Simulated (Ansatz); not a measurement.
# ZrB$_{2}$: experiment and calculation

**The experiment to reproduce.**

“Chemical Bonding in Epitaxial ZrB2 Studied by X-ray Spectroscopy”, 2018, arxiv:1801.08663 reports, for a ceramic of ZrB2: lattice constant a 3.167 Å; lattice constant c 3.531 Å.

How close the calculation comes is told below.

The calculation used Ansatz 0.2.0, DFT PBE, scalar-relativistic, plane waves, PAW.

Plane waves to 420 eV, a k mesh through Γ of 18×18×12 on the computed 3-atom cell and Gaussian smearing (0.10 eV); no spin polarisation.

Relaxed structure, symmetry kept:

```cif
data_structure
_symmetry_space_group_name_H-M 'P6/mmm'
_symmetry_Int_Tables_number 191
_cell_length_a 3.1713
_cell_length_b 3.1713
_cell_length_c 3.5420
_cell_angle_alpha 90.000
_cell_angle_beta 90.000
_cell_angle_gamma 120.000
_cell_volume 30.85
loop_
_atom_site_label
_atom_site_type_symbol
_atom_site_symmetry_multiplicity
_atom_site_Wyckoff_symbol
_atom_site_fract_x
_atom_site_fract_y
_atom_site_fract_z
_atom_site_occupancy
Zr1 Zr 1 a 0.00000 0.00000 0.00000 1
B1 B 2 d 0.33333 0.66667 0.50000 1
```

```json
{
 "Space group": "P6/mmm (No. 191)",
 "Volume per atom": "10.28 Å³",
 "Formation energy from the elements' standard states (uncorrected)": "-1.019 eV/atom",
 "Kohn–Sham band gap": "none (metal)",
 "Density of states at the Fermi level": "0.29 states/eV per cell",
 "Löwdin character within 0.5 eV of the Fermi level": "Zr 4d 72 %, B 2p 25 %",
 "Bulk modulus": "238 GPa",
 "Its pressure derivative": "3.9",
 "Bader charges (e)": "Zr (1 in the cell) 1.56, B (2 in the cell) -0.78"
}
```

A measured lattice constant a of ZrB2 is 3.167 Å (ceramic; the paper above); the calculated 3.171 Å misses it by +0.1 %. Measured lattice constant c of ZrB2: 3.531 Å (ceramic; the paper above). This calculation gives 3.542 Å (+0.3 %). The calculation is for 0 K without zero-point motion.